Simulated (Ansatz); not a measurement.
CsPbI3:
```
CELL_PARAMETERS angstrom
      6.33269     0.00000     0.00000
      0.00000     6.33269     0.00000
      0.00000     0.00000     6.33269
ATOMIC_POSITIONS crystal
  Cs 0.50000 0.50000 0.50000
  Pb 0.00000 0.00000 0.00000
  I  0.00000 0.00000 0.50000
  I  0.50000 0.00000 0.00000
  I  0.00000 0.50000 0.00000
```

Relaxed with r²SCAN.

### Question
Map the electron localisation function on the plane through (0.500, 0.500, 0.500) spanned by u = [1, 0, 0] and v = [0, 1, 1] in lattice vectors, from r²SCAN in the plane-wave PAW code Ansatz.

### Answer
x is the fraction of u, y of v (the angle between them is 90°; rows are the nearest grid lines); atoms in the plane: Cs at (0.00, 0.00), Pb at (0.50, 0.50), I at (0.00, 0.50).
```
|  :#@@@%*:             :*%@@@#:  |
|-=#@@@@#=.             .=#@@@@#=-|
|%@@@@@%*-               -*%@@@@@%|
|@@@@%#=.                 .=#%@@@@|
|++=-:                       :-=++|
|                                 |
|                                 |
|#**+=:.                   .:=+**#|
|@@%%%*=:   ..:::::::..   :=*%%%@@|
|####%%#=:..--=======--..:=#%%####|
|+**####+:.:-===---===-:.:+####**+|
|:.:+*##*-:-==-     -==-:-*##*+:.:|
|:.:+*##*-:-==-     -==-:-*##*+:.:|
|+**####+:.:-===---===-:.:+####**+|
|####%%#=:..--=======--..:=#%%####|
|@@%%%*=:   ..:::::::..   :=*%%%@@|
|#**+=:.                   .:=+**#|
|                                 |
|                                 |
|++=-:                       :-=++|
|@@@@%#=.                 .=#%@@@@|
|%@@@@@%*-               -*%@@@@@%|
|-=#@@@@#=.             .=#@@@@#=-|
|  :#@@@%*:             :*%@@@#:  |
```
Scale: ten equal steps from 0.000 (start of ' ') to 0.899 (end of '@'), in the order ' .:-=+*#%@'; x runs from 0.000 to 1.00, y from 0.000 (bottom) to 1.00 (top).

The density is the valence pseudo-density with augmentation charge, so density and ELF within about 1 Å of a nucleus are not all-electron values.

Space group Pm-3m (cubic perovskite). This is a known high-temperature phase of the composition, computed here at zero pressure and temperature. The r²SCAN relaxation kept the symmetry of its start; of distortions, only those at the zone centre were tested. Spin–orbit coupling is left out wherever it is not named.

Potentials: the later of the program's two PAW sets.
